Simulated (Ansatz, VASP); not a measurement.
## CuAu: programs and potentials compared

```
CELL_PARAMETERS angstrom
2.81075 0.00000 0.00000
0.00000 2.81075 0.00000
0.00000 0.00000 3.68500
ATOMIC_POSITIONS crystal
Au 0.00000 0.00000 0.00000
Cu 0.50000 0.50000 0.50000
```

Alike in all runs: task single point; functional PBE; k mesh 9 × 9 × 7; occupations gaussian, width 0.02 eV; no spin polarisation; no spin-orbit coupling. Pressure is positive in compression and, in plane waves, holds the error of the finite cutoff, which Ansatz's Pulay term estimates and takes out.

```json
{"program and potentials": "Ansatz, Ansatz PAW", "plane-wave cutoff (eV)": "420", "notes": "19 valence electrons an atom on average; Pulay term of +0.09 GPa included", "pressure (GPa)": "4.51"}
{"program and potentials": "VASP, PBE PAW files Au_GW, Cu_GW, 550 eV", "plane-wave cutoff (eV)": "550", "notes": "11 valence electrons an atom on average", "pressure (GPa)": "3.59"}
{"program and potentials": "Ansatz, all-electron LAPW, scalar-relativistic", "plane-wave cutoff (eV)": "-", "notes": "-", "pressure (GPa)": "4.50"}
```

The pressure spans 3.59 (VASP, PBE PAW files Au_GW, Cu_GW, 550 eV) to 4.51 GPa (Ansatz, Ansatz PAW), with all-electron results at 4.50.

The functional is the same throughout but for its coding, so the spread measures potentials, basis and numerics; runs on potential files found faulty are left out.
